## HfSi₃ squeezed and stretched: questions on five cells

The crystal is a cubic metal with hafnium at the cube corners and silicon at the face centres. V/V(ref) is the volume divided by that of the reference cell. A negative pressure means that the cell is held under tension.

Ansatz 0.2.0, plane-wave PAW, PBEsol, scalar-relativistic, without spin polarization: HfSi₃ in the cubic AuCu₃ structure (Pm-3m, 4 atoms per cell), scaled in volume from the relaxed reference cell. Cutoff 420 eV, 8 × 8 × 8 k mesh, Gaussian smearing of 0.05 eV. Energies are extrapolated to zero smearing, and pressure is positive in compression.

```tsv
V/V(ref)	volume (Å³/atom)	energy less that of the reference cell (meV/atom)	pressure (GPa)
0.960	14.57	10.6	5.72
0.980	14.87	2.6	2.76
1.000	15.17	0.0	0.09
1.020	15.48	2.2	-2.28
1.040	15.78	8.7	-4.34
```

**1. How far do the atoms move when the volume changes by 4%?**

They move very little. Volume goes as the cube of the edge, so 4% in volume is only about 1.3% in every distance. The nearest Hf–Si and Si–Si neighbours, both 2.78 Å apart in the reference cell, shift by about 0.04 Å. Symmetry fixes the positions of the atoms within the cube, so all bonds must share the strain equally.

**2. How hard does the crystal push back?**

Each per cent of volume costs a little more than 1 GPa. The measure of this is the bulk modulus, B = −V dP/dV, where V is the volume and P the pressure. The pressures at V/V(ref) = 0.98 and 1.02 give B = 126 GPa.

**3. What energy should a 4% change cost?**

Near its minimum the energy rises like that of a stretched spring, ΔE ≈ ½BVε², where ε is the relative change of volume. Here that is ½ × 126 GPa × 15.17 Å³ × 0.04², or about 1.5 GPa·Å³. Since 1 GPa·Å³ is about 6.2 meV, the estimate is 9.5 meV per atom.

The table has 10.6 meV for compression and 8.7 meV for expansion, one above the estimate and one below. The spring thus gets the size right, though its stiffness came only from pressures at half this strain. What it misses is the difference between the two directions, because ε² is the same for both.

**4. Why does compression cost more than expansion?**

The crystal stiffens as it is squeezed. From one row to the next the stiffness falls steadily with growing volume, from 144 GPa over the most compressed step to 106 GPa over the most expanded one.

The general reason lies in how the forces vary with distance. At equilibrium, the attraction that binds the atoms is balanced by a repulsion, which comes from the rising kinetic energy of confined electrons and from the Pauli principle where shells overlap. The repulsion changes more steeply with distance than the attraction. Squeezing therefore brings in the steep part quickly, while stretching lets it fade and leaves a softer crystal.

The second-order Birch–Murnaghan equation has such stiffening built in: near zero pressure, B grows by 4 GPa for each GPa applied. Fitted to all five pressures, with a constant added because the reference cell isn't quite at zero pressure, it misses them by about 0.04 GPa on average, six times less than a straight line with equally many constants. Its largest miss is at the most expanded cell. The stiffnesses from row to row suggest a growth nearer 5 than 4, so the real curve softens somewhat faster under tension than this equation allows. The printed analysis below gives both fits.

**5. Does the whole difference of about 2 meV come from stiffening?**

No, only about 1.5 meV does, if stiffening means that the pressure climbs ever more steeply as the volume shrinks. Another 0.7 meV arises because the reference cell isn't exactly at rest: it keeps a pressure of 0.09 GPa. Expansion first relieves that pressure and so starts slightly downhill, while compression starts uphill.

A volume larger by just 0.07% would remove this pressure. So small an offset matters because it adds a term proportional to ε, whereas stiffening enters only as ε³. At small strain the first can easily rival the second. An asymmetry between two energies measures stiffening only after the slope at the starting point has been taken out.

**6. Do the energies and the pressures agree?**

They should, since pressure is minus the slope of energy against volume. Adding up pressure times change of volume (Simpson's rule, three cells on each side) gives the work done without any fitted constant. For 4% compression it matches the energy to about 0.01 meV per atom. For 4% expansion it falls short by 0.2 meV.

The two columns refer to slightly different energies. In a metal calculation the occupations of states near the Fermi level are smeared out, which brings in an entropy-like term TS. The pressure is the slope of the free energy F, which contains this term, while the energy column is extrapolated to zero smearing, F + TS/2.

On 4% expansion TS/2 grows by 0.19 meV per atom, and allowing for it closes the gap. On compression it hardly changes, and there was no gap to close. The disagreement is therefore a matter of definition, not a fault in either column. It also takes 0.2 meV off the asymmetry of question 5.

**7. What would change with a narrower smearing, or with another element?**

Halving the smearing width should cut TS to roughly a quarter, provided the density of states near the Fermi level is smooth and the k mesh is fine enough to sample the narrower window, which wasn't tested here. A narrower window holds fewer partly filled states, and each contributes less energy. The gap of 0.2 meV would then shrink to about 0.05 meV. Take this as a rough guide only: TS grows by almost half on 4% expansion but hardly changes on compression, which hints at a density of states that isn't smooth or at a k mesh that is too coarse.

Another element enters the spring estimate through two quantities, the volume per atom and the bulk modulus. At equal strain, a compound with the same volume per atom and half the bulk modulus would cost half the energy. Compression should still cost more than an equal expansion from rest, because the steep repulsion is common to ordinary solids.

**8. Which digits can be trusted?**

Within this calculation, the pressures give the bulk modulus with a rounding error of at most 0.25 GPa. The energies of the same two strained cells give 126.7 GPa, but rounding alone could shift that by 2.6 GPa. The reason is that those energies are only 2 to 3 meV, printed to 0.1 meV, and a curvature inherits their full relative error. For stiffness at small strain, the pressures are the better source.

Agreement with a real crystal is another matter. Spin–orbit coupling, which can matter for the 5d electrons of hafnium, is left out, and the atomic datasets were made for a different functional. The functional is itself an approximation, and the thermal motion of the atoms is ignored. None of these effects has been sized here, so the third digit of 126 GPa says nothing about nature. The minimum itself shows only which volume this cubic arrangement prefers, not that HfSi₃ forms or would keep this structure.

Numerical output:

```
fit of P on 5 rows: constant 126.2 +/- 5.1, coefficient of x -125.8 +/- 5.1; rms 0.251, worst 1.04 -0.302, leave-one-out rms 0.521
fit of P on 5 rows: constant 0.1388 +/- 0.024, coefficient of g 125.1 +/- 0.85; rms 0.042, worst 1.04 -0.0591, leave-one-out rms 0.0849
Edge, stiffness and energies by row:
   row  edge change in %  stiffness over the step from the row above in GPa  energy at zero smearing in meV/atom  change of TS/2 in meV/atom  free energy in meV/atom
  0.96            -1.352                                                n/a                                10.63                    -0.01355                    10.64
  0.98           -0.6712                                              143.6                                 2.63                    -0.02906                    2.659
   1.0                 0                                              132.2                                    0                           0                        0
  1.02            0.6623                                              119.7                                 2.22                      0.0861                    2.134
  1.04             1.316                                              106.1                                 8.65                      0.1939                    8.456
Nearest distance Hf-Si and Si-Si in the reference cell, angstrom: 2.779
Energy of 4% compression less that of 4% expansion, table values, meV/atom: 1.9
Work of 4% compression from the pressures, meV/atom: 10.64
Work of 4% expansion from the pressures, meV/atom: 8.442
Compression, energy at zero smearing less work, meV/atom: -0.009465
Expansion, energy at zero smearing less work, meV/atom: 0.2079
Expansion, free energy less work, meV/atom: 0.01402
Part of the asymmetry from the pressure left in the reference, meV/atom: 0.6819
Part of the asymmetry from stiffening, meV/atom: 1.515
Part of the asymmetry from smearing, meV/atom: -0.2074
Bulk modulus from the pressures at 0.98 and 1.02, GPa: 126
Largest rounding error of that value, GPa: 0.25
Bulk modulus from the table energies at 0.98 and 1.02, GPa: 126.7
Largest rounding error of that value from energies, GPa: 2.64
Rise of stiffness per rise of pressure, first to last step: 4.963
Volume change that would remove the pressure of the reference, %: 0.07143
Misfit of the straight line over that of the Birch-Murnaghan form: 5.98
```
